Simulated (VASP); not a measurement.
# VASP 6.6.1 run: LiF

INCAR

```
ISMEAR = -1
NBANDS = 12
GGA = PE
LCHARG = .FALSE.
LWAVE = .FALSE.
NSW = 0
IBRION = -1
LASPH = .TRUE.
NELM = 120
ISIF = 2
EDIFF = 1E-7
ENCUT = 520
PREC = Accurate
LREAL = .FALSE.
SIGMA = 0.02
LMAXMIX = 4
```

KPOINTS

```
KPOINTS created by Atomic Simulation Environment
0
Gamma
10 10 10
0 0 0
```

POSCAR

```
Li F
 1.0000000000000000
     0.0000000000000000    1.9948717392999999    2.0148204566999999
     1.9948717392999999    0.0000000000000000    2.0148204566999999
     1.9948717392999999    1.9948717392999999    0.0000000000000000
 Li  F
   1   1
Cartesian
  0.0000000000000000  0.0000000000000000  0.0000000000000000
  1.9948717392999997  1.9948717392999997  2.0148204566999994
```

The recommended PBE PAW datasets give the neutral cell 10 valence electrons.

Command

```
mpirun -np 1 vasp_std
```

**Question.** Predict the outcome of this run.

**Answer.** It converged. Results: gap between bands v and c on the k mesh 9.25 eV; least direct gap on the k mesh 9.25 eV; pressure 3.2 GPa. Band v is the last that the valence electrons fill when counted band by band, and c is the next.

OSZICAR

```
N       E                     dE             d eps       ncg     rms          rms(c)
DAV:   1     0.307664322674E+02    0.30766E+02   -0.54081E+03  2568   0.844E+02
DAV:   2    -0.911034071619E+01   -0.39877E+02   -0.39136E+02  2968   0.186E+02
DAV:   3    -0.101328109375E+02   -0.10225E+01   -0.10199E+01  3212   0.262E+01
DAV:   4    -0.101423550219E+02   -0.95441E-02   -0.95437E-02  2856   0.276E+00
DAV:   5    -0.101424531244E+02   -0.98102E-04   -0.98102E-04  3176   0.206E-01    0.454E+00
DAV:   6    -0.962061240541E+01    0.52184E+00   -0.24694E+00  2748   0.980E+00    0.137E+00
DAV:   7    -0.962498332370E+01   -0.43709E-02   -0.19144E-02  3276   0.121E+00    0.857E-01
DAV:   8    -0.963170462861E+01   -0.67213E-02   -0.14752E-02  2940   0.126E+00    0.110E-01
DAV:   9    -0.963172551398E+01   -0.20885E-04   -0.94124E-04  2864   0.277E-01    0.427E-02
DAV:  10    -0.963180231092E+01   -0.76797E-04   -0.12947E-04  2788   0.897E-02    0.161E-02
DAV:  11    -0.963180444221E+01   -0.21313E-05   -0.67917E-06  3108   0.241E-02    0.235E-03
DAV:  12    -0.963180523898E+01   -0.79677E-06   -0.47121E-07  2900   0.587E-03    0.924E-04
DAV:  13    -0.963180526034E+01   -0.21364E-07   -0.58927E-08  1996   0.223E-03
   1 F= -.96318053E+01 E0= -.96318053E+01  d E =-.363540E-15
```

For comparison, a separate PBE run of the intended cell, on usual settings and not on those above, gives a gap of 9.25 eV on its mesh and a pressure of 3.2 GPa.
